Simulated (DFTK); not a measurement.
# SnSe (Fm-3m) in DFTK: equation of state

Aim: energy against volume of SnSe in PBEsol, for its equilibrium volume and stiffness.

Everything below comes from runs of DFTK 0.8.2. Logs are shortened: lines on timing, memory, paths and dates and some standing lists are left out, and cuts for length are marked.

**1. The structure**

Symmetry: Fm-3m, No. 225, cubic system. The conventional cell has a = 6.020 Å, b = 6.020 Å, c = 6.020 Å, α = 90.00°, β = 90.00°, γ = 90.00°. Around Sn (site symmetry m-3m) lie 6 Se at 3.01 Å. Around Se (site symmetry m-3m) lie 6 Sn at 3.01 Å.

Measurements of this composition are mostly on another form, of space group No. 62.

**2. Equation of state, PBEsol**

run.jl reads:

```julia
using DFTK
using PseudoPotentialData
using Unitful, UnitfulAtomic
using LinearAlgebra, Printf
include("save.jl")
disable_threading()

# lattice vectors are the columns
lattice = austrip(1u"Å") * [           0.0           3.01           3.01;
                     3.01            0.0           3.01;
                     3.01           3.01            0.0]
symbols   = [:Sn, :Se]
positions = [[0.0, 0.0, 0.0],
             [0.5, 0.5, 0.5]]
pseudopotentials = PseudoFamily("dojo.nc.sr.pbesol.v0_4_1.standard.upf")
elements = Dict(s => ElementPsp(s, pseudopotentials) for s in unique(symbols))
atoms    = [elements[s] for s in symbols]

build_model(lattice, positions; symmetries=true) =
    model_DFT(lattice, atoms, positions;
              functionals=PBEsol(),
              temperature=austrip(0.05u"eV"),
              smearing=Smearing.FermiDirac(),
              symmetries)
Ecut  = 43.0  # hartree
kgrid = [8, 8, 8]
tol   = 1e-6
to_GPa = ustrip(uconvert(u"GPa", 1u"hartree/bohr^3"))

results["points"] = []
for scale in [0.94, 0.96, 0.98, 1.0, 1.02, 1.04, 1.06]
    println("\n=== scale = ", scale)
    model = build_model(cbrt(scale) * lattice, positions)
    basis = PlaneWaveBasis(model; Ecut, kgrid)
    t0 = time()
    scfres = self_consistent_field(basis;
                                   tol,
                                   nbandsalg=AdaptiveBands(model; n_bands_converge=20))
    seconds = time() - t0
    @printf "SCF: %d iterations, %.1f s\n" scfres.n_iter seconds
    forces = compute_forces_cart(scfres)
    stress = compute_stresses_cart(scfres)
    @printf "V = %.5f Å^3  F = %.8f Ha  max force = %.5f eV/Å  p = %.4f GPa\n" ustrip(auconvert(u"Å^3", model.unit_cell_volume)) scfres.energies.total ustrip(auconvert(u"eV/Å", maximum(norm, forces))) (-tr(stress) / 3 * to_GPa)
    push!(results["points"], save_scf!(scfres; forces, stress, d=Dict{String,Any}("seconds" => seconds, "n_matvec" => get(scfres, :n_matvec, 0))))
end

# third-order Birch-Murnaghan fit in x = V^(-2/3)
V = [0.94, 0.96, 0.98, 1.0, 1.02, 1.04, 1.06] * abs(det(lattice))
E = [p["total"] for p in results["points"]]
x = V .^ (-2 / 3)
c = [x .^ 0 x x .^ 2 x .^ 3] \ E
Δ = c[3]^2 - 3c[2] * c[4]
if Δ > 0
    x0 = (-c[3] + sqrt(Δ)) / 3c[4]
    B0 = 4 / 9 * x0^(7 / 2) * (2c[3] + 6c[4] * x0)
    @printf "V0 = %.4f Å^3  B0 = %.2f GPa\n" ustrip(auconvert(u"Å^3", x0^(-3 / 2))) B0 * to_GPa
end
```

Potentials or basis: dojo.nc.sr.pbesol.v0_4_1.standard.upf (PBEsol).

Launch:

```sh
$ julia --threads=1 run.jl  # save.jl only writes the numbers to a file and isn't shown; printed stress counts tension as positive; times include loading and compiling
```

The program printed:

```text
=== scale = 0.94
n     Energy            log10(ΔE)   log10(Δρ)   Diag   Δtime
---   ---------------   ---------   ---------   ----   ------
  1   -199.7666428687                   -1.23    5.4    11.6s
  2   -199.7713128696       -2.33       -1.71    1.0    4.33s
  3   -199.7719315067       -3.21       -2.17    2.8    6.09s
  4   -199.7719544323       -4.64       -3.08    1.9    5.27s
  5   -199.7719552031       -6.11       -3.67    3.4    6.35s
  6   -199.7719552250       -7.66       -4.20    2.3    5.71s
  7   -199.7719552266       -8.80       -4.59    2.4    5.51s
  8   -199.7719552269       -9.59       -5.58    1.7    4.71s
  9   -199.7719552269      -11.06       -6.21    3.6    6.63s
SCF: 9 iterations, 56.8 s
V = 51.26929 Å^3  F = -199.77195523 Ha  max force = 0.00000 eV/Å  p = 1.4897 GPa

=== scale = 0.96
n     Energy            log10(ΔE)   log10(Δρ)   Diag   Δtime
---   ---------------   ---------   ---------   ----   ------
  1   -199.7663519514                   -1.22    5.4    10.0s
[... 45 further cycles ...]
 10   -199.7703296598      -12.18       -6.60    2.0    6.07s
SCF: 10 iterations, 73.8 s
V = 56.72347 Å^3  F = -199.77032966 Ha  max force = 0.00000 eV/Å  p = -3.6307 GPa

=== scale = 1.06
n     Energy            log10(ΔE)   log10(Δρ)   Diag   Δtime
---   ---------------   ---------   ---------   ----   ------
  1   -199.7603173700                   -1.18    5.3    12.9s
  2   -199.7682586995       -2.10       -1.65    1.0    5.10s
  3   -199.7692893436       -2.99       -2.12    2.8    7.42s
  4   -199.7693297470       -4.39       -2.86    2.0    6.94s
  5   -199.7693304276       -6.17       -3.65    2.7    6.89s
  6   -199.7693305186       -7.04       -4.21    3.3    8.05s
  7   -199.7693305208       -8.65       -4.77    2.1    7.23s
  8   -199.7693305209      -10.20       -5.75    2.4    5.74s
  9   -199.7693305209      -11.07       -6.07    3.5    8.68s
SCF: 9 iterations, 69.7 s
V = 57.81431 Å^3  F = -199.76933052 Ha  max force = 0.00000 eV/Å  p = -4.3551 GPa
V0 = 52.5757 Å^3  B0 = 56.33 GPa
```

Wall time 15 min (1 thread of Intel Xeon 6975P-C (Granite Rapids), shared host); peak memory 2.2 GiB.

Results:

- Equilibrium volume: 26.29 Å³/atom
- Bulk modulus: 56 GPa
- Pressure derivative of the bulk modulus: 4.4

Energy against volume, from the lowest point:
```csv
volume (Å³/atom),energy (meV/atom)
25.635,2.91
26.180,0.00
26.725,1.17
27.271,5.97
27.816,14.04
28.362,25.02
28.907,38.62
```

**3. Single point, PBEsol, 25.63 Å³/atom (volume scaled by 0.94)**

run.jl is that of step 2.

Potentials or basis: dojo.nc.sr.pbesol.v0_4_1.standard.upf (PBEsol).

Launch:

```sh
$ julia --threads=1 run.jl  # one pass of the loop, scale = 0.94; save.jl only writes the numbers to a file and isn't shown; printed stress counts tension as positive; times include loading and compiling
```

It took 57 s on 1 thread of Intel Xeon 6975P-C (Granite Rapids), shared host.

Results (log left out):

```
Free energy            : -5436.0718 eV
Pressure               : 1.5 GPa
Band gap on the k mesh : 0.77 eV, indirect (least direct gap 0.93 eV)
```

Caveat: spin-orbit coupling is left out, which moves the levels of the heavy elements.

**4. Single point, PBEsol, 26.18 Å³/atom (volume scaled by 0.96)**

run.jl is that of step 3.

Launch:

```sh
$ julia --threads=1 run.jl  # one pass of the loop, scale = 0.96; save.jl only writes the numbers to a file and isn't shown; printed stress counts tension as positive; times include loading and compiling
```

It took 55 s on 1 thread of Intel Xeon 6975P-C (Granite Rapids), shared host.

It converged, with:

```
Free energy            : -5436.0776 eV
Pressure               : 0.2 GPa
Band gap on the k mesh : 0.75 eV, indirect (least direct gap 0.83 eV)
```

Caveat: spin-orbit coupling is left out, which moves the levels of the heavy elements.

**5. Single point, PBEsol, 26.73 Å³/atom (volume scaled by 0.98)**

run.jl is that of step 4.

Launch:

```sh
$ julia --threads=1 run.jl  # one pass of the loop, scale = 0.98; save.jl only writes the numbers to a file and isn't shown; printed stress counts tension as positive; times include loading and compiling
```

Run time: 55 s. Hardware: 1 thread of Intel Xeon 6975P-C (Granite Rapids), shared host.

Results (log left out):

- Free energy: -5436.0753 eV
- Pressure: -0.9 GPa
- Band gap on the k mesh: 0.72 eV, indirect (least direct gap 0.73 eV)

Caveat: spin-orbit coupling is left out, which moves the levels of the heavy elements.

**6. Single point, PBEsol, 27.27 Å³/atom**

run.jl is that of step 5.

Potentials or basis: dojo.nc.sr.pbesol.v0_4_1.standard.upf (PBEsol).

Launch:

```sh
$ julia --threads=1 run.jl  # one pass of the loop, scale = 1.0; save.jl only writes the numbers to a file and isn't shown; printed stress counts tension as positive; times include loading and compiling
```

It took 54 s on 1 thread of Intel Xeon 6975P-C (Granite Rapids), shared host.

The run converged. Its results:

```
Free energy            : -5436.0657 eV
Pressure               : -1.9 GPa
Band gap on the k mesh : 0.64 eV, direct
```

Caveat: spin-orbit coupling is left out, which moves the levels of the heavy elements.

**7. Single point, PBEsol, 27.82 Å³/atom (volume scaled by 1.02)**

run.jl is that of step 6.

Launch:

```sh
$ julia --threads=1 run.jl  # one pass of the loop, scale = 1.02; save.jl only writes the numbers to a file and isn't shown; printed stress counts tension as positive; times include loading and compiling
```

It took 59 s on 1 thread of Intel Xeon 6975P-C (Granite Rapids), shared host.

Results (log left out):

```
Free energy            : -5436.0496 eV
Pressure               : -2.8 GPa
Band gap on the k mesh : 0.56 eV, direct
```

Caveat: spin-orbit coupling is left out, which moves the levels of the heavy elements.

**8. Single point, PBEsol, 28.36 Å³/atom (volume scaled by 1.04)**

run.jl is that of step 7.

Potentials or basis: dojo.nc.sr.pbesol.v0_4_1.standard.upf (PBEsol).

Launch:

```sh
$ julia --threads=1 run.jl  # one pass of the loop, scale = 1.04; save.jl only writes the numbers to a file and isn't shown; printed stress counts tension as positive; times include loading and compiling
```

Run time: 74 s. Hardware: 1 thread of Intel Xeon 6975P-C (Granite Rapids), shared host.

What came out:

| Quantity | Value |
| --- | --- |
| Free energy | -5436.0276 eV |
| Pressure | -3.6 GPa |
| Band gap on the k mesh | 0.48 eV, direct |

Caveat: spin-orbit coupling is left out, which moves the levels of the heavy elements.

**9. Single point, PBEsol, 28.91 Å³/atom (volume scaled by 1.06)**

run.jl is that of step 8.

Potentials or basis: dojo.nc.sr.pbesol.v0_4_1.standard.upf (PBEsol).

Launch:

```sh
$ julia --threads=1 run.jl  # one pass of the loop, scale = 1.06; save.jl only writes the numbers to a file and isn't shown; printed stress counts tension as positive; times include loading and compiling
```

Run time: 70 s. Hardware: 1 thread of Intel Xeon 6975P-C (Granite Rapids), shared host.

Results (log left out):

- Free energy: -5436.0004 eV
- Pressure: -4.4 GPa
- Band gap on the k mesh: 0.40 eV, direct

Caveat: spin-orbit coupling is left out, which moves the levels of the heavy elements.
